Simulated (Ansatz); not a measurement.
# Se (A7 type): the cost of one run

Program: Ansatz 0.2.0. Level of theory: DFT PBE, with the methods named in each step. These are calculated values, not measurements.

1 further run of the same task is left out (it didn't finish).

## Step 1: The system as given

Symmetry: Pm-3m, No. 221, cubic system. The conventional cell has a = 2.831 Å, b = 2.831 Å, c = 2.831 Å, α = 90.00°, β = 90.00°, γ = 90.00°. Se (site symmetry m-3m) has 6 Se at 2.83 Å as nearest neighbours.

As a file:

```
Se
1.0
     2.00090   -1.15522    3.27051
     0.00000    2.31045    3.27051
    -2.00090   -1.15522    3.27051
Se
2
Direct
  0.25000 0.25000 0.25000
  0.75000 0.75000 0.75000
```

Whether this phase is the stable one at these pressures isn't tested.

Atoms are numbered in the order of the input: Se1, Se2.

## Step 2: The reference volume, LAPW

input.yaml reads:

```yaml
crystal:
  lattice:
    - [2.0009041209, -1.1552225328, 3.2705095032]
    - [0.0, 2.3104450656, 3.2705095032]
    - [-2.0009041209, -1.1552225328, 3.2705095032]
  atoms:
    - { symbol: Se, position: [0.2499989885, 0.2499989885, 0.2499989885] }
    - { symbol: Se, position: [-0.2499989885, -0.2499989885, -0.2499989885] }
kpoints:
  mp_grid: { grid: [13, 13, 13] }
  band_path:
    path:
      - [0.0, 0.0, 0.0]
      - [1.0, 1.0, 1.0]
      - [1.0006207671, 1.0, 0.9993792329]
      - [0.9993792329, 0.0006207671, 0.0]
      - [0.5, 0.5, 0.0]
      - [0.0, 0.0, 0.0]
      - [0.4996896164, 0.0, -0.4996896164]
      - [1.0, 0.5003103836, 0.4996896164]
      - [1.0, 0.5, 0.5]
    npoints: 14
scf:
  occupations: { method: fermi_dirac, width: 0.08 }
hamiltonian:
  xc: pbe
  pseudopotentials: { kind: all_electron, lapw: { basis_error: 0.001 } }
output:
  forces: true
  stress: true
  eigenvalues: true
  populations: true
  dos: { projected: true, de: 0.2, e_range: [-14, 8] }
```

On the command line:

```console
$ ansatz run input.yaml --threads 1 --pin off --max-ram 2048MiB --backend cpu --events-out ev --progress --plain --runs-dir out
```

Q: Estimate wall time and peak memory on 1 thread of Intel Xeon Platinum 8488C (Sapphire Rapids), shared host.

About 32 s, with a peak of 0.58 GiB.
